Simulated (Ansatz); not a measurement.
# What strain does to WSe₂ (P-6m2)

WSe₂ (P-6m2) from a database structure, relaxed with r2SCAN+rVV10 in the PAW code Ansatz. It is hexagonal, P-6m2 (No. 187); a = 3.297 Å, c = 7.184 Å in the conventional setting, 22.55 Å³ an atom. W has 6 Se at 2.53 Å; Se has 3 W at 2.53 Å.

The axes x, y and z are those of this cell:
```
W Se
1.0
     3.29721    0.00000    0.00000
    -1.64861    2.85547    0.00000
     0.00000    0.00000    7.18427
W Se
1 2
Direct
  0.00000 0.00000 0.00000
  0.33333 0.66667 0.23192
  0.33333 0.66667 0.76808
```

Unstrained: With PBE the valence top lies at A and the conduction bottom at Γ–K (0.53 of the way from Γ), 1.367 eV higher; the smallest vertical gap, at H, is 1.559 eV. With r2SCAN the valence top lies at A and the conduction bottom at Γ–K (0.53 of the way from Γ), 1.487 eV higher; the smallest vertical gap, at H, is 1.675 eV. With HSE06 the valence top lies at A and the conduction bottom at Γ–K (0.53 of the way from Γ), 1.889 eV higher; the smallest vertical gap, at H, is 2.021 eV. Meshes: PBE 12×12×4, r2SCAN 12×12×4, HSE06 6×6×4. Strains are changes of length per length, and xy shears are angles. After each strain the atoms were relaxed again with r2SCAN+rVV10 within the symmetry that the strain leaves, so tilts or polar shifts that break it weren't tested; points keep the names that they have in the unstrained zone. Spin-unpolarised throughout; all numbers are computed.

Changes of the least gap in eV (an overlap counts as a negative gap):

| strain | volume change (%) | space group | PBE | r2SCAN | HSE06 |
| --- | --- | --- | --- | --- | --- |
| biaxial -0.59 % in x and y, z held | -1.2 | P-6m2 | -0.010 | +0.010 | -0.031 |
| uniaxial +4.23 % along z | +4.2 | P-6m2 | +0.099 | +0.118 | +0.082 |
| isotropic +5.19 % on every length | +16.4 | P-6m2 | -0.712 | -0.762 | -0.849 |
| xy shear, engineering strain (angle) -5.13 % | -0.1 | Pm | -0.017 | -0.016 | -0.027 |

Biaxial -0.59 % in x and y, z held. HSE06: the gap goes from 1.889 to 1.858 eV (-0.031 eV); the edges go from A → Γ–K (0.53) to H → Γ–K (0.53). Stress change with PBE, compression positive: xx +1.31, yy +1.31, zz +0.18 GPa.

Uniaxial +4.23 % along z, other directions held. HSE06: the gap goes from 1.889 to 1.971 eV (+0.082 eV); the edges go from A → Γ–K (0.53) to H → Γ–K (0.52). Stress change with PBE, compression positive: xx -0.26, yy -0.26, zz -1.04 GPa.

Isotropic +5.19 % on every length. HSE06: the gap goes from 1.889 to 1.040 eV (-0.849 eV); the edges go from A → Γ–K (0.53) to A → K. Stress change with PBE, compression positive: xx -9.01, yy -9.01, zz -2.02 GPa.

Xy shear, engineering strain (angle) -5.13 %. HSE06: the gap goes from 1.889 to 1.862 eV (-0.027 eV); the edges go from A → Γ–K (0.53) to H → (0.182, 0.172, 0). Stress change with PBE, compression positive: xx +0.17, yy +0.54, zz -0.01, xy +3.61 GPa.

No spin-orbit coupling is included; it can move band edges with weight on the heavy atoms by tenths of an eV.

Where an edge lies off the special points, it is a point of the mesh or the k point where a search put PBE's edge or least direct gap, reused for the other functionals, whose own edges may lie a little apart.

Coordinates of k points refer to the reciprocal vectors of the primitive cell of the runs.

The meshes of the hybrids are coarse, so their gaps aren't converged to the digits shown.
